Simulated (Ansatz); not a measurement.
## Transmission past a defect: (4,0) C nanotube, P in place of one C

Wanted: the relaxed defect and the transmission past it, beside the channels of the perfect wire.

Program: Ansatz 0.2.0. Level of theory: DFT PBE, plane waves, PAW; relaxation of a wire's period, in the first sound run; inputs show where later runs differ. Results are calculated unless marked as measured.

This is a report of a sequence of runs, with most program output left out.

## 1. Set-up

The cell holds 16 atoms: 16 C. Cell: a = 9.932 Å, b = 9.932 Å, c = 4.260 Å, α = 90.0°, β = 90.0°, γ = 90.0°. Vacuum lies along a and b. The structure's axis is c.

## 2. Relaxation of atoms and period

Band widths follow the bond lengths, so the wire is relaxed first. The atoms and the third cell vector are free; the box across stays fixed as vacuum. A Fermi-Dirac smearing is set since the result may be a metal. The pressure printed is a third of the stress's trace over the whole box, vacuum included; only the stress along the axis is relaxed.

The input, input.yaml:

```yaml
crystal:
  lattice:
    - [9.932, 0.0, 0.0]
    - [0.0, 9.932, 0.0]
    - [0.0, 0.0, 4.26]
  atoms:
    - { symbol: C, position: [0.342327829, 0.499977252, 0.0] }
    - { symbol: C, position: [0.499977252, 0.657626674, 0.0] }
    - { symbol: C, position: [0.499977252, 0.342327829, 0.0] }
    - { symbol: C, position: [0.657626674, 0.499977252, 0.0] }
    - { symbol: C, position: [0.342327829, 0.499977252, 0.333333333] }
    - { symbol: C, position: [0.499977252, 0.657626674, 0.333333333] }
    - { symbol: C, position: [0.499977252, 0.342327829, 0.333333333] }
    - { symbol: C, position: [0.657626674, 0.499977252, 0.333333333] }
    - { symbol: C, position: [0.388502276, 0.611452227, 0.5] }
    - { symbol: C, position: [0.388502276, 0.388502276, 0.5] }
    - { symbol: C, position: [0.611452227, 0.611452227, 0.5] }
    - { symbol: C, position: [0.611452227, 0.388502276, 0.5] }
    - { symbol: C, position: [0.388502276, 0.611452227, 0.833333333] }
    - { symbol: C, position: [0.388502276, 0.388502276, 0.833333333] }
    - { symbol: C, position: [0.611452227, 0.611452227, 0.833333333] }
    - { symbol: C, position: [0.611452227, 0.388502276, 0.833333333] }
kpoints:
  mp_grid: { grid: [1, 1, 19] }
scf:
  occupations: { method: fermi_dirac, width: 0.05 }
hamiltonian:
  xc: pbe
relax:
  cell: { fix: [a, b, alpha, beta, gamma] }
  max_steps: 60
```

Run with:

```sh
> ansatz run input.yaml --threads 4 --pin off --max-ram 16384MiB --backend cpu --events-out ev --progress --plain --runs-dir out
```

It took 26 s on 4 threads of Arm Neoverse V1, shared host; peak memory 0.88 GiB.

Step by step:

```csv
step,energy less that of the first step (eV),largest force component (eV/Å),pressure (GPa),volume (Å³)
1,0.0000,2.3600,8.73,420.23
2,-1.7029,1.4922,3.20,419.47
3,-2.3287,0.2345,0.39,412.63
4,-2.3571,0.0946,-0.05,415.83
5,-2.3577,0.0188,-0.05,415.95
6,-2.3578,0.0088,0.01,415.82
7,-2.3577,0.0006,-0.02,415.92
8*,-2.3532,0.0008,-0.02,415.92
```

Relaxation steps marked * repeat the geometry before them on a plane-wave basis chosen anew for their cell, so energy and pressure can jump there.

The run keeps the 16 symmetry operations that it works with, so distortions that break them were not tested.

```csv
cell as run,before,after,change
c (Å),4.260,4.216,-1.0 %
```

The atoms that moved most (Å, along periodic axes as changes of fractional coordinates times the final cell, across vacuum about the mean position):

```csv
atom,dx,dy,dz,length
C11,0.085,0.085,0.009,0.121
C15,0.085,0.085,-0.009,0.121
C9,-0.085,0.085,0.009,0.121
C12,0.085,-0.085,0.009,0.121
C13,-0.085,0.085,-0.009,0.121
C16,0.085,-0.085,-0.009,0.121
C10,-0.085,-0.085,0.009,0.121
C14,-0.085,-0.085,-0.009,0.121
```

Numbers from this step:

```
energy at zero smearing    : -4003.1245 eV
cell length along the wire : 4.216 Å
```

The cell's length comes to 4.216 Å with spin left out.

## 3. The perfect wire

This step: DFT PBE, plane waves, PAW; channels and complex bands of a perfect wire (Ansatz 0.2.0).

At the relaxed period the Bloch states of the perfect wire are found at each energy: those that move forward count the open channels, and those that decay describe how a disturbance dies away inside the wire itself. An energy step of 0.035 eV is under the 0.039 eV that the program asks for its thermal average at 300 K.

The input, input.yaml:

```yaml
crystal:
  lattice:
    - [9.932, 0.0, 0.0]
    - [0.0, 9.932, 0.0]
    - [0.0, 0.0, 4.2163403196]
  atoms:
    - { symbol: C, position: [0.330192775, 0.499977252, 0.002066957] }
    - { symbol: C, position: [0.499977252, 0.669761728, 0.002066957] }
    - { symbol: C, position: [0.499977252, 0.330192775, 0.002066957] }
    - { symbol: C, position: [0.669761728, 0.499977252, 0.002066957] }
    - { symbol: C, position: [0.330192775, 0.499977252, 0.331266377] }
    - { symbol: C, position: [0.499977252, 0.669761728, 0.331266377] }
    - { symbol: C, position: [0.499977252, 0.330192775, 0.331266377] }
    - { symbol: C, position: [0.669761728, 0.499977252, 0.331266377] }
    - { symbol: C, position: [0.37990611, 0.620048393, 0.502107724] }
    - { symbol: C, position: [0.37990611, 0.37990611, 0.502107724] }
    - { symbol: C, position: [0.620048393, 0.620048393, 0.502107724] }
    - { symbol: C, position: [0.620048393, 0.37990611, 0.502107724] }
    - { symbol: C, position: [0.37990611, 0.620048393, 0.83122561] }
    - { symbol: C, position: [0.37990611, 0.37990611, 0.83122561] }
    - { symbol: C, position: [0.620048393, 0.620048393, 0.83122561] }
    - { symbol: C, position: [0.620048393, 0.37990611, 0.83122561] }
kpoints:
  mp_grid: { grid: [1, 1, 19] }
scf:
  occupations: { method: fermi_dirac, width: 0.05 }
hamiltonian:
  xc: pbe
output:
  transmission:
    e_range: [-1.26, 1.26]
    de: 0.035
    kmesh: [1, 1]
    reduced_basis: true
    leads: [[0, 0]]
basis:
  ecutwfc: "350 eV"
```

It took 7.6 min on 4 threads; peak memory 4.8 GiB; 27 min of CPU time.

Numbers from this step:

```
energy at zero smearing                                  : -4002.6970 eV
channels at the energy nearest the Fermi level, one spin : 3
conductance of the lead as this run defines it           : 3.000 G₀
band gap                                                 : 0 eV
```

The open channels of the lead, one spin by energy, zero at the Fermi level:

```csv
energy (eV),"open channels of the lead, one spin"
-1.26,2
-1.19,2
-1.08,3
-1.01,3
-0.91,3
-0.84,3
-0.73,3
-0.67,5
-0.56,5
-0.49,5
-0.39,5
-0.32,5
-0.21,3
-0.14,3
-0.04,3
0.00,3
0.04,3
0.14,3
0.21,3
0.32,3
0.39,3
0.49,3
0.56,3
0.67,1
0.73,1
0.84,1
0.91,1
1.01,3
1.08,3
1.19,3
1.26,3
```

The slowest values at each energy, most degenerate partners merged, listed up to 1.5 1/Å. Table of Im kz of the slowest decaying states by energy, zero at the Fermi level:

```csv
energy (eV),decay 1 (Å⁻¹),decay 2 (Å⁻¹),decay 3 (Å⁻¹),decay 4 (Å⁻¹)
-1.190,0.00997,0.239,0.337,0.437
-1.085,0.258,0.351,0.443,0.444
-1.015,0.270,0.360,0.402,0.415
-0.910,0.285,0.326,0.342,0.373
-0.805,0.216,0.239,0.299,0.385
-0.700,0.312,0.397,0.466,0.540
-0.595,0.324,0.408,0.472,0.543
-0.490,0.334,0.418,0.477,0.545
-0.385,0.344,0.428,0.481,0.547
-0.315,0.350,0.435,0.484,0.548
-0.210,0.198,0.204,0.359,0.444
-0.105,0.274,0.276,0.367,0.453
0.000,0.323,0.324,0.374,0.461
0.105,0.359,0.360,0.381,0.469
0.210,0.386,0.387,0.387,0.477
0.315,0.392,0.407,0.409,0.484
0.385,0.396,0.419,0.422,0.489
0.490,0.401,0.434,0.437,0.496
0.595,0.405,0.446,0.449,0.503
0.700,0.0255,0.409,0.455,0.459
0.805,0.0294,0.413,0.463,0.467
0.910,0.0118,0.416,0.469,0.473
1.015,0.419,0.473,0.477,0.522
1.085,0.421,0.474,0.479,0.523
1.190,0.424,0.476,0.481,0.524
```

By hand: the program gives 2.3564 × 10^14 S/m² over the cell's cross-section of 98.64 Å² = 9.864 × 10^-19 m², so one cell conducts 2.324 × 10^-4 S. Divided by G0 = 2e²/h = 7.748 × 10^-5 S this is 3.00 G0, a resistance of 4.30 kΩ.

At the computed energy nearest the Fermi level there are 3 channels a spin, and the thermal average gives 3.00 G₀.

## 4. Relaxation of the scattering region

This step: DFT PBE, plane waves, PAW; relaxation of a junction in a wire, ends held (Ansatz 0.2.0).

System of this step: (4,0) C nanotube, P in place of one C. The cell holds 112 atoms: 111 C and 1 P. Its edges and angles: a = 9.932 Å, b = 9.932 Å, c = 29.514 Å, α = 90.0°, β = 90.0°, γ = 90.0°. Regions: held atoms, 64 atoms (64 C); free atoms, 48 atoms (47 C and 1 P). Vacuum lies along a and b. The structure's axis is c.

48 atoms at the defect are free to relax, while 64 stay where the perfect wire has them, so that the ends still repeat as a lead. The cutoff is set under the files' recommended one to save time.

The input, input.yaml:

```yaml
crystal:
  lattice:
    - [9.932, 0.0, 0.0]
    - [0.0, 9.932, 0.0]
    - [0.0, 0.0, 29.5143822369]
  atoms:
    - { symbol: C, position: [0.330192775, 0.499977252, 0.00029528] }
    - { symbol: C, position: [0.499977252, 0.669761728, 0.00029528] }
    - { symbol: C, position: [0.499977252, 0.330192775, 0.00029528] }
    - { symbol: C, position: [0.669761728, 0.499977252, 0.00029528] }
    - { symbol: C, position: [0.330192775, 0.499977252, 0.047323768] }
    - { symbol: C, position: [0.499977252, 0.669761728, 0.047323768] }
    - { symbol: C, position: [0.499977252, 0.330192775, 0.047323768] }
    - { symbol: C, position: [0.669761728, 0.499977252, 0.047323768] }
    - { symbol: C, position: [0.37990611, 0.620048393, 0.071729675] }
    - { symbol: C, position: [0.37990611, 0.37990611, 0.071729675] }
    - { symbol: C, position: [0.620048393, 0.620048393, 0.071729675] }
    - { symbol: C, position: [0.620048393, 0.37990611, 0.071729675] }
    - { symbol: C, position: [0.37990611, 0.620048393, 0.118746516] }
    - { symbol: C, position: [0.37990611, 0.37990611, 0.118746516] }
    - { symbol: C, position: [0.620048393, 0.620048393, 0.118746516] }
    - { symbol: C, position: [0.620048393, 0.37990611, 0.118746516] }
    - { symbol: C, position: [0.330192775, 0.499977252, 0.143152422] }
    - { symbol: C, position: [0.499977252, 0.669761728, 0.143152422] }
    - { symbol: C, position: [0.499977252, 0.330192775, 0.143152422] }
    - { symbol: C, position: [0.669761728, 0.499977252, 0.143152422] }
    - { symbol: C, position: [0.330192775, 0.499977252, 0.190180911] }
    - { symbol: C, position: [0.499977252, 0.669761728, 0.190180911] }
    - { symbol: C, position: [0.499977252, 0.330192775, 0.190180911] }
    - { symbol: C, position: [0.669761728, 0.499977252, 0.190180911] }
    - { symbol: C, position: [0.37990611, 0.620048393, 0.214586818] }
    - { symbol: C, position: [0.37990611, 0.37990611, 0.214586818] }
    - { symbol: C, position: [0.620048393, 0.620048393, 0.214586818] }
    - { symbol: C, position: [0.620048393, 0.37990611, 0.214586818] }
    - { symbol: C, position: [0.37990611, 0.620048393, 0.261603659] }
    - { symbol: C, position: [0.37990611, 0.37990611, 0.261603659] }
[... 76 atom lines left out ...]
    - { symbol: C, position: [0.620048393, 0.620048393, 0.928872532] }
    - { symbol: C, position: [0.620048393, 0.37990611, 0.928872532] }
    - { symbol: C, position: [0.37990611, 0.620048393, 0.975889373] }
    - { symbol: C, position: [0.37990611, 0.37990611, 0.975889373] }
    - { symbol: C, position: [0.620048393, 0.620048393, 0.975889373] }
    - { symbol: C, position: [0.620048393, 0.37990611, 0.975889373] }
magnetization:
  spin_polarized: true
kpoints:
  mp_grid: { grid: [1, 1, 1] }
scf:
  occupations: { method: fermi_dirac, width: 0.1 }
hamiltonian:
  xc: pbe
relax:
  constraints:
    - { sites: [0, 1, 2, 3, 4, 5, 6, 7, 8, 9, 10, 11, 12, 13, 14, 15, 16, 17, 18, 19, 20, 21, 22, 23, 24, 25, 26, 27, 28, 29, 30, 31, 80, 81, 82, 83, 84, 85, 86, 87, 88, 89, 90, 91, 92, 93, 94, 95, 96, 97, 98, 99, 100, 101, 102, 103, 104, 105, 106, 107, 108, 109, 110, 111] }
  f_tol: 0.06
  max_steps: 35
basis:
  ecutwfc: "350 eV"
```

The job ended after 7.8 min (4 threads; peak memory 3.9 GiB).

Step by step:

```csv
step,energy less that of the first step (eV),largest force component (eV/Å)
1,0.0000,20.7524
2,-3.8155,8.6670
3,-5.4816,3.3817
4,-6.1087,2.3317
5,-6.4367,0.3246
6,-3.7476,3.1406
7,-6.4207,1.1159
8,-6.4480,0.0454
```

Relaxation steps 6, 7 were tried and not accepted.

Forces are held to the 2 operations that the run works with; a distortion that breaks them can't arise in this run.

The atoms that moved most (Å):

```csv
atom,dx,dy,dz,length
P51,0.000,-0.710,-0.105,0.718
C55,0.000,-0.140,0.157,0.210
C48,0.123,-0.102,-0.066,0.172
C46,-0.123,-0.102,-0.066,0.172
C53,0.061,-0.130,0.006,0.144
C56,-0.061,-0.130,0.006,0.144
C60,0.011,-0.120,0.068,0.139
C58,-0.011,-0.120,0.068,0.139
```

This step gave:

```yaml
energy_at_zero_smearing: -28524.2509 eV
```

The largest force component on a free atom ends at 0.045 eV/Å, under the limit of 0.06. P ends nearest to C at 1.75 Å, C at 1.85 Å and C at 1.85 Å.

(Part 1 of 2 ends here.)

[Logs are printed without paths, hosts, clocks, repeated set-up lines and the standing remarks that a program may print on its own settings, such as how far it seeks lower states.]

[Hosts, paths, dates, database ids (printed as entryN), source tags and the programs' standing remarks are cut or masked in the printed files.]
